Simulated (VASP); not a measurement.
# ZnS (Wurtzite-2H) (P6_3mc) in VASP: a series of runs, part 2 of 2

VASP 6.6.1.

### Step 5. Single point, PBE (grid = ENCUT=400 dk=0.45 cell=2x2x1 ISMEAR=0 SIGMA=0.02 LREAL=Auto EDIFF=1e-06)

Contents of INCAR:

```
ALGO = Fast
EDIFF = 1E-6
ENCUT = 400
GGA = PE
ISIF = 2
ISMEAR = 0
LASPH = True
LCHARG = False
LREAL = Auto
LWAVE = False
NBANDS = 80
NELM = 120
PREC = Accurate
SIGMA = 0.02
```

Contents of KPOINTS:

```
k-points
0
Gamma
  3 3 3
```

Contents of POSCAR:

```
ZnS
1.0
    7.6220000000      0.0000000000      0.0000000000
   -3.8110000000      6.6008456276      0.0000000000
    0.0000000000      0.0000000000      6.2340000000
S Zn
8 8
Direct
    0.3333333334      0.1666666666      0.5000000000
    0.3333333334      0.1666666666      0.8850000000
    0.3333333334      0.6666666666      0.8850000000
    0.8333333333      0.1666666666      0.8850000000
    0.8333333333      0.6666666666      0.8850000000
    0.1666666666      0.3333333334      0.3850000000
    0.6666666666      0.3333333334      0.3850000000
    0.6666666666      0.8333333333      0.3850000000
    0.3333333334      0.6666666666      0.5000000000
    0.8333333333      0.1666666666      0.5000000000
    0.8333333333      0.6666666666      0.5000000000
    0.1666666666      0.3333333334      0.0000000000
    0.1666666666      0.8333333333      0.0000000000
    0.6666666666      0.3333333334      0.0000000000
    0.6666666666      0.8333333333      0.0000000000
    0.1666666666      0.8333333333      0.3850000000
```

Potentials or basis: VASP PAW PBE potentials, release 64 (S, Zn).

Started as:

```sh
> cat potpaw_PBE.64/S/POTCAR potpaw_PBE.64/Zn/POTCAR > POTCAR
> mpirun -np 1 vasp_std > vasp.out
```

OUTCAR:

```text
EDIFF = 1E-6
   ENCUT = 400
   GGA = PE
   ISIF = 2
   ISMEAR = 0
   LASPH = True
   LREAL = Auto
   NELM = 120
   PREC = Accurate

 Found     10 irreducible k-points:

 Following reciprocal coordinates:
            Coordinates               Weight
  0.000000  0.000000  0.000000      1.000000
  0.333333  0.000000  0.000000      4.000000
  0.000000  0.333333  0.000000      2.000000
  0.333333  0.333333  0.000000      2.000000
  0.000000  0.000000  0.333333      2.000000
  0.333333  0.000000  0.333333      4.000000
   k-points           NKPTS =     10   k-points in BZ     NKDIM =     10   number of bands    NBANDS=     80
   number of dos      NEDOS =    301   number of ions     NIONS =     16
   total plane-waves  NPLWV = 105000
   dimension x,y,z NGX =    50 NGY =   50 NGZ =   42
   dimension x,y,z NGXF=   100 NGYF=  100 NGZF=   84
   ions per type =               8   8
   NGX,Y,Z   is equivalent  to a cutoff of  10.91, 10.91, 11.20 a.u.
   NGXF,Y,Z  is equivalent  to a cutoff of  21.81, 21.81, 22.40 a.u.
 SYSTEM =  unknown system
   PREC   = accura    normal or accurate (medium, high low for compatibility)
   ISTART =      0    job   : 0-new  1-cont  2-samecut
   ICHARG =      2    charge: 1-file 2-atom 10-const
   ISPIN  =      1    spin polarized calculation?
   LNONCOLLINEAR =      F non collinear calculations
   LSORBIT =      F    spin-orbit coupling
   LASPH  =      T    aspherical Exc in radial PAW
   ENCUT  =  400.0 eV  29.40 Ry    5.42 a.u.  12.43 12.43 10.17*2*pi/ulx,y,z
   NELM   =    120;   NELMIN=  2; NELMDL= -5     # of ELM steps
   EDIFF  = 0.1E-05   stopping-criterion for ELM
   LREAL  =      T    real-space projection
   EDIFFG = 0.1E-04   stopping-criterion for IOM
   NSW    =      0    number of steps for IOM
   IBRION =     -1    ionic relax: 0-MD 1-quasi-New 2-CG
   NFREE  =      0    steps in history (QN), initial steepest desc. (CG)
   ISIF   =      2    stress and relaxation
   ISYM   =      2    0-nonsym 1-usesym 2-fastsym
   POTIM  = 0.5000    time-step for ionic-motion
   TEBEG  =    0.0;   TEEND  =   0.0 temperature during run
   PSTRESS=    0.0 pullay stress
   NELECT =     144.0000    total number of electrons
   NUPDOWN=      -1.0000    fix difference up-down
   EMIN   =  10.00;   EMAX   =-10.00  energy-range for DOS
[... 15 lines left out ...]
   LEPSILON=     F    determine dielectric tensor
   LRPA    =     F    only Hartree local field effects (RPA)
 non-spin polarized calculation
 RMM-DIIS sequential band-by-band and
 Gauss-broadening in eV      SIGMA  =   0.02
  energy-cutoff  :      400.00
  volume of cell :      313.64
 maximum number of plane-waves:      5726
 NGX is ok and might be reduce to    50
   NGX = 25   NGY = 25   NGZ = 21

 number of electron     143.9999789 magnetization

 Free energy of the ion-electron system (eV)
  ---------------------------------------------------
  ext. energy  EPLUGINS =         0.00000000
  ---------------------------------------------------
  free energy    TOTEN  =       -47.38281485 eV

  energy without entropy =      -47.38123208  energy(sigma->0) =      -47.38202346

 E-fermi :   3.6658     XC(G=0):  -9.6986

 val. band max:        3.6639682303   @ k =   0.0000   0.3333   0.0000
 cond. band min:       3.6912970032   @ k =  -0.3333   0.0000   0.3333
 fundamental gap:      0.0273287729
 Fermi energy:         3.6657887673

 k-point     1 :       0.0000    0.0000    0.0000
  band No.  band energies     occupation
      1     -12.1242      2.00000
      2     -10.6105      2.00000
      3     -10.3178      2.00000
      4     -10.2974      2.00000
      5      -9.9813      2.00000
      6      -9.9188      2.00000
[... 487 lines left out ...]
     79       6.6120      0.00000
     80       6.8489      0.00000

 [... further k-points ...]

------------------------ aborting loop because EDIFF is reached ----------------------------------------

  FORCE on cell =-STRESS in cart. coord.  units (eV):
  Direction    XX          YY          ZZ          XY          YZ          ZX
  --------------------------------------------------------------------------------------
  -------------------------------------------------------------------------------------
  Total       13.2074176      7.3689421      7.8275278      0.0000000     -0.7733594      0.0000000
  in kB       67.4672758     37.6426689     39.9852560      0.0000000     -3.9505415      0.0000000
  external PRESSURE =      48.3650669 kB  Pullay stress =       0.0000000 kB

 VOLUME and BASIS-vectors are now :
 -----------------------------------------------------------------------------
  energy-cutoff  :      400.00
  volume of cell :      313.64
      direct lattice vectors                 reciprocal lattice vectors
     7.622000000  0.000000000  0.000000000     0.131199160  0.075747871  0.000000000
    -3.811000000  6.600845628  0.000000000     0.000000000  0.151495741  0.000000000
     0.000000000  0.000000000  6.234000000     0.000000000  0.000000000  0.160410651

 POSITION                                       TOTAL-FORCE (eV/Angst)
 -----------------------------------------------------------------------------------
      1.90550      1.10014      3.11700        -0.000000     -0.578809     -0.463786
      1.90550      1.10014      5.51709        -0.000000     -0.782959      1.243778
      0.00000      4.40056      5.51709         0.006015     -0.034892     -0.256548
      5.71650      1.10014      5.51709        -0.000000     -0.013135     -0.356144
      3.81100      4.40056      5.51709        -0.006015     -0.034892     -0.256548
     -0.00000      2.20028      2.40009        -0.921212      0.381108     -0.646358
[... 8 lines left out ...]
      1.90550      5.50070      0.00000        -0.000000      0.017596      0.374029
     -1.90550      5.50070      2.40009        -0.000000      1.122813      0.041142
 -----------------------------------------------------------------------------------
    total drift:                                0.000010     -0.000261      0.000228

  FREE ENERGIE OF THE ION-ELECTRON SYSTEM (eV)
  ---------------------------------------------------
  free  energy   TOTEN  =       -47.3828148525 eV

  energy  without entropy=      -47.3812320765  energy(sigma->0) =      -47.38202346
```

OSZICAR:

```text
N       E                     dE             d eps       ncg     rms          rms(c)
DAV:   1     0.122617474929E+04    0.12262E+04   -0.55927E+04  1600   0.183E+03
DAV:   2     0.153302131833E+03   -0.10729E+04   -0.10450E+04  1600   0.469E+02
DAV:   3    -0.368583252263E+02   -0.19016E+03   -0.18490E+03  1776   0.174E+02
DAV:   4    -0.498479030009E+02   -0.12990E+02   -0.12725E+02  1792   0.451E+01
DAV:   5    -0.501829560197E+02   -0.33505E+00   -0.33365E+00  1824   0.714E+00    0.264E+01
RMM:   6    -0.475110166187E+02    0.26719E+01   -0.10316E+01  1780   0.148E+01    0.172E+01
RMM:   7    -0.474030465174E+02    0.10797E+00   -0.42896E+00  1750   0.894E+00    0.712E+00
RMM:   8    -0.474422615018E+02   -0.39215E-01   -0.14248E+00  1814   0.459E+00    0.217E+00
RMM:   9    -0.473827057286E+02    0.59556E-01   -0.27303E-01  1731   0.275E+00    0.918E-01
RMM:  10    -0.473807524182E+02    0.19533E-02   -0.70569E-02  1785   0.137E+00    0.399E-01
RMM:  11    -0.473825865187E+02   -0.18341E-02   -0.21885E-02  2182   0.559E-01    0.306E-01
RMM:  12    -0.473828227085E+02   -0.23619E-03   -0.35339E-03  1907   0.195E-01    0.147E-01
RMM:  13    -0.473827982198E+02    0.24489E-04   -0.97579E-04  1794   0.116E-01    0.470E-02
RMM:  14    -0.473828106476E+02   -0.12428E-04   -0.31754E-04  1896   0.635E-02    0.307E-02
RMM:  15    -0.473828197575E+02   -0.91099E-05   -0.86559E-05  1937   0.315E-02    0.257E-02
RMM:  16    -0.473828157180E+02    0.40396E-05   -0.61181E-05  1788   0.218E-02    0.138E-02
RMM:  17    -0.473828145271E+02    0.11909E-05   -0.11745E-05  1431   0.137E-02    0.880E-03
RMM:  18    -0.473828148525E+02   -0.32547E-06   -0.28017E-06  1183   0.642E-03
   1 F= -.47382815E+02 E0= -.47382023E+02  d E =-.158278E-02
```

stdout:

```text
POSCAR found type information on POSCAR S Zn
 POSCAR found :  2 types and      16 ions
 scaLAPACK will be used
 LDA part: xc-table for (Slater+PW92), standard interpolation
 POSCAR, INCAR and KPOINTS ok, starting setup
 FFT: planning ... GRIDC
 FFT: planning ... GRID_SOFT
 FFT: planning ... GRID
 WAVECAR not read
 entering main loop
```

It took 4.2 min on 1 thread of Intel Xeon Platinum 8488C (Sapphire Rapids), shared host; peak memory 0.36 GiB.

These settings aren't checked as converged: the numbers below hold their error.

Results:

```
Free energy            : -47.3828 eV
Pressure               : 4.8 GPa
Largest force          : 1.470 eV/Å
Band gap on the k mesh : none (metal or under the smearing width)
```
